**Problem.** A diamond-type carbon crystal with six-layer hexagonal stacking is held fixed, atoms and cell alike, and computed five times. The programs agree on the largest force on any atom to about 1%, but not on the pressure. A positive pressure means that the crystal pushes outwards and would expand if it were released.

PBE calculations with Ansatz and SIESTA for a fixed 12-atom hexagonal carbon cell (P6_3/mmc), without spin polarisation, on a 12×12×3 k mesh with Fermi-Dirac smearing of 0.05 eV. The basis column gives the plane-wave cutoff for Ansatz and the atomic-orbital set for SIESTA. Pressure is positive in compression, and the Ansatz values leave out the Pulay correction.

| program | potentials | basis | pressure (GPa) | largest force (eV/Å) |
| --- | --- | --- | --- | --- |
| Ansatz | Ansatz PAW | 420 eV | 1.040 | 0.33100 |
| Ansatz | Ansatz-PAW-polarizable | 420 eV | 1.040 | 0.33100 |
| Ansatz | JTH PAW | 780 eV | 1.180 | 0.33100 |
| SIESTA | PseudoDojo-0.4-standard-NC | TZP | 7.010 | 0.33500 |
| SIESTA | PseudoDojo-0.4-standard-NC | DZP | 9.500 | 0.33500 |

Two explanations suggest themselves. One blames the potentials, which replace the core electrons and differ between the two programs. It seems to have the forces on its side: if the basis, the set of functions from which the electron waves are built, were poor, surely the forces would suffer too. The other blames the basis in spite of the forces. The two SIESTA rows and the JTH row are enough to weigh them.

**(a) Can the potentials alone explain the spread in pressure?**

*Solution.* They cannot, because the two SIESTA rows use the same potential and still differ. The pressure is 9.50 GPa with the DZP basis and 7.01 GPa with TZP, a change of 2.49 GPa that can come only from the basis. DZP gives each valence orbital two radial shapes and TZP gives it three. The range of the orbitals was changed as well, so the step compares two basis settings, not the number of shapes alone.

The total energy tells which of the two is better. With the same potential, a more complete basis gives a lower energy, and TZP lies lower by 34 meV per atom. The better basis thus has the lower pressure and stands nearer to the plane-wave rows.

The link between energy and pressure is direct. Pressure is the rate at which the energy falls as the volume grows. If DZP has the higher pressure, its excess energy over TZP must shrink when the crystal expands and grow when it is compressed. A plausible reason is that the orbitals are made for free atoms. They suit atoms far apart and serve less well as the atoms are squeezed together and the electron cloud needs other shapes. An energy error that grows on compression acts like an additional repulsion between the atoms.

**(b) The largest force hardly changes from DZP to TZP. Does this clear the basis?**

*Solution.* Picture the basis error as a small extra push along every bond. Each carbon atom has four neighbours at the corners of a tetrahedron, and four equal pushes on it add up to zero. The atom feels nothing. The cell does feel them, since every bond is trying to lengthen and all of them together drive the crystal outwards.

The size of the push follows from an energy balance. Let *P* be the extra pressure, *V* the volume per atom, *r* the bond length and *f* the push along a bond. Stretch all lengths by a small fraction ε. The volume grows by the fraction 3ε, so the extra pressure does the work 3ε*PV* per atom. Each atom owns two bonds, as four bonds are each shared by two atoms, and these do the work 2ε*fr*. Equating the two gives

*f* = 3*PV* / (2*r*).

For the step from DZP to TZP, *P* is 2.49 GPa, or 0.0155 eV/Å³. With *V* = 5.67 Å³ the product *PV* is 0.088 eV. Dividing 3 × 0.088 eV by 2 × 1.544 Å gives *f* ≈ 0.086 eV/Å.

If such a push acted on one side of an atom only, it would change the force by about a quarter of the largest force in the table. In fact the forces on the three kinds of atom in the cell change by at most 0.008 eV/Å, a tenth of the push. Nothing was fitted here: the push comes from the pressures, and the forces then show how well it cancels. The cancellation isn't perfect, so the pushes along different bonds can't be exactly equal. The picture is also only a way of keeping accounts, as a basis error doesn't really sit in single bonds.

Agreement in the forces therefore doesn't clear the basis. A force measures how unequal the pushes around an atom are, whereas the pressure measures their average. Where the neighbours of an atom don't balance one another, the same error would show up in its force.

The same reasoning separates the crystal from the settings. In every run the stress along the stacking axis exceeds that across it by 8.1 to 8.2 GPa, however much the pressure itself differs. This imbalance belongs to the given geometry, which would relax by lengthening along the axis relative to its width. The hexagonal layers in the stacking are the likely cause. There the bonds at the two ends of an axial bond line up side by side instead of being staggered, and their repulsion would push the layers apart.

**(c) How much of the gap between SIESTA and the plane waves is explained, and what would it do to a lattice constant?**

*Solution.* The plane-wave pressures first need a correction. At a fixed cutoff, a larger cell holds more plane waves, and the pressures in the table leave out this effect, known as the Pulay term. Putting it back raises the JTH row from 1.18 to 1.42 GPa and the Ansatz PAW row from 1.04 to 2.08 GPa. Their order reverses, so the small difference between them in the table says nothing about which potential makes carbon stiffer or larger.

Against the corrected JTH value, DZP is 8.1 GPa too high and TZP 5.6 GPa. The better atomic basis closes about 31% of the gap, and about a third if Ansatz PAW is the reference. This part is settled. The rest may be more of the same error, but here the potential changes together with the kind of basis. A plane-wave run with SIESTA's potential would decide: a result near 1 or 2 GPa would convict the basis, one near 7 GPa the potential.

An offset in pressure becomes an error in length once the cell is relaxed. Dividing it by three times the bulk modulus, roughly 440 GPa for diamond, gives a lattice about 0.6% too long with DZP and 0.4% with TZP, both relative to JTH. In diamond layers for power electronics, an error of this size could pass for a real strain from a mismatched substrate. Strains should therefore be counted from a lattice relaxed with the same basis and potential, not from another program's lattice constant.
